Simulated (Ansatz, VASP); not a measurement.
# Two plane-wave programs on Ag

```
CELL_PARAMETERS angstrom
2.93000 0.00000 0.00000
-1.46500 2.53745 0.00000
0.00000 0.00000 4.79000
ATOMIC_POSITIONS crystal
Ag 0.30658 0.68776 0.27042
Ag 0.67851 0.38343 0.75703
```

Alike in both runs: task relaxation of cell and atoms; functional LDA; k mesh 9 × 9 × 5; occupations fermi-dirac, width 0.05 eV; no spin polarisation.

|  | VASP | Ansatz |
| --- | --- | --- |
| version | VASP 6.6.1 | Ansatz 0.2.0 |
| potentials or method | VASP PAW LDA potentials, release 64 (Ag) | PAW with Ansatz's default frozen-core files, scalar-relativistic |
| plane-wave cutoff (eV) | 600 | 420 |
| valence electrons in the cell | 22 | 38 |

```csv
,VASP,Ansatz,Ansatz less VASP
relaxed volume (Å³/atom),16.02,16.00,-0.022
relaxed cell length with the largest relative difference (Å),2.818,2.816,-0.0018
energy change over the relaxation (meV/atom),-75,-77,-1.8
```

The two sets of potentials don't hold the same shells in valence. Ansatz warned: «gradients_without_spin_orbit».

LDA usually gives volumes a few per cent too small. Zero-point motion and thermal expansion aren't in these numbers.
